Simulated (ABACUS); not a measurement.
Write the native input for ABACUS 3.10.1 that does the following.

* Task: single point
* Functional: PBEsol
* Potentials or basis: PseudoDojo NC SR 0.4.1 PBEsol standard
* Cutoff: 1143 eV
* Density cutoff: 4572 eV
* Basis: plane waves
* k mesh: 10 × 10 × 10
* Occupations: fermi-dirac, width 0.05 eV
* Spin: no spin polarisation
* Radial cutoff of the potentials (pseudo_rcut): 7 bohr
* SCF threshold on the density: 1e-08
* Max SCF steps: 100
* Eigensolver: dav
* Mixing: broyden
* Mixing share: 0.7
* Symmetry key: 1

The system is TiO2 (Anatase).

```
Ti O
1.0
    -1.89210    1.89210    4.75730
     1.89210   -1.89210    4.75730
     1.89210    1.89210   -4.75730
Ti O
2 4
Direct
  0.74925 0.24974 0.49428
  0.00300 0.99677 0.00022
  0.78263 0.79509 0.99737
  0.54145 0.03977 0.50117
  0.95029 0.44987 0.47609
  0.21551 0.20969 0.00559
```

The cell isn't the ideal one: atoms moved at random, drawn with an rms of 0.05 Å.

One way to write it, as run:

INPUT

```
INPUT_PARAMETERS
suffix              TiO2
calculation         scf
basis_type          pw
pseudo_dir          ./
symmetry            1
dft_functional      pbesol
ecutwfc             84
pseudo_rcut         7
nspin               1
nbands              29
ks_solver           dav
smearing_method     fd
smearing_sigma      0.00367493
scf_thr             1e-08
scf_nmax            100
mixing_type         broyden
mixing_beta         0.7
cal_force           1
cal_stress          1
kpar                4
```

STRU

```
ATOMIC_SPECIES
Ti 47.8670 Ti.upf
O 15.9990 O.upf

LATTICE_CONSTANT
1.8897261246

LATTICE_VECTORS
-1.8921000000 1.8921000000 4.7573000000
1.8921000000 -1.8921000000 4.7573000000
1.8921000000 1.8921000000 -4.7573000000

ATOMIC_POSITIONS
Direct

Ti
0.0
2
0.7492480000 0.2497380000 0.4942780000 1 1 1
0.0029960000 -0.0032250000 0.0002190000 1 1 1

O
0.0
4
0.7826300000 0.7950910000 -0.0026270000 1 1 1
0.5414520000 0.0397660000 0.5011680000 1 1 1
0.9502900000 0.4498680000 0.4760920000 1 1 1
0.2155060000 0.2096870000 0.0055930000 1 1 1
```

KPT

```
K_POINTS
0
Gamma
10 10 10 0 0 0
```

Potentials or basis: PseudoDojo NC SR 0.4.1 PBEsol standard, plane waves.

Run with:

```bash
$ OMP_NUM_THREADS=1 mpirun -np 4 abacus > log
```

Results of the run:

The pressure is -2.4 GPa, the largest force is 0.912 eV/Å and the band gap on the k mesh is 2.04 eV, indirect (least direct gap 2.43 eV).

Caveat: there are fewer bands than atomic start orbitals, so a level may be missed at k points of high symmetry.

Wall time 17 min on 4 MPI ranks on Intel(R) Xeon(R) 6975P-C (Granite Rapids) (shared host), peak memory 2 GiB a rank.
